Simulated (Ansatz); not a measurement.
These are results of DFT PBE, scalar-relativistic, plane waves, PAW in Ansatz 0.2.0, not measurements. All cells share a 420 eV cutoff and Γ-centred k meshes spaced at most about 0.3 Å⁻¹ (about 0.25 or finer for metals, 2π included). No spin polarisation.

Temperature and zero-point effects are left out. All are two-dimensional sheets, periodic along a and b, with vacuum along c.

Problem. Order these relaxed structures of Be by energy, lowest first, with the energy over the lowest of them.
A.

```cif
data_structure
_symmetry_space_group_name_H-M 'P 1'
_symmetry_Int_Tables_number 1
_cell_length_a 1.9993
_cell_length_b 3.9985
_cell_length_c 23.8000
_cell_angle_alpha 90.000
_cell_angle_beta 90.000
_cell_angle_gamma 90.000
_cell_volume 190.26
loop_
_atom_site_label
_atom_site_type_symbol
_atom_site_fract_x
_atom_site_fract_y
_atom_site_fract_z
_atom_site_occupancy
Be1 Be 0.00000 0.25000 0.29412 1
Be2 Be 0.00000 0.75000 0.29412 1
```

B.

```cif
data_structure
_symmetry_space_group_name_H-M 'P 1'
_symmetry_Int_Tables_number 1
_cell_length_a 2.0157
_cell_length_b 2.0157
_cell_length_c 34.0244
_cell_angle_alpha 90.000
_cell_angle_beta 90.000
_cell_angle_gamma 90.000
_cell_volume 138.24
loop_
_atom_site_label
_atom_site_type_symbol
_atom_site_fract_x
_atom_site_fract_y
_atom_site_fract_z
_atom_site_occupancy
Be1 Be 0.50000 0.50000 0.32602 1
Be2 Be 0.50000 0.50000 0.17362 1
Be3 Be 0.50000 0.50000 0.24982 1
```

Solution. B (0 meV/atom), A (152 meV/atom). Forms: B p4/mmm; A p4/mmm. Counting all near atoms (those within 1.25 times the shortest distance at each site): B has Be 4; A has Be 4. Both come from invented guesses. Shaken at random and relaxed again, A falls into a cell with layer group p6/mmm (No. 80), 0.34 eV/atom lower and the lowest form computed, so it is a saddle point or a shallow minimum.

Cells without such a test can be saddle points. Some structure types and database cells were kept out of the candidates from the start, so a known form may be missing.
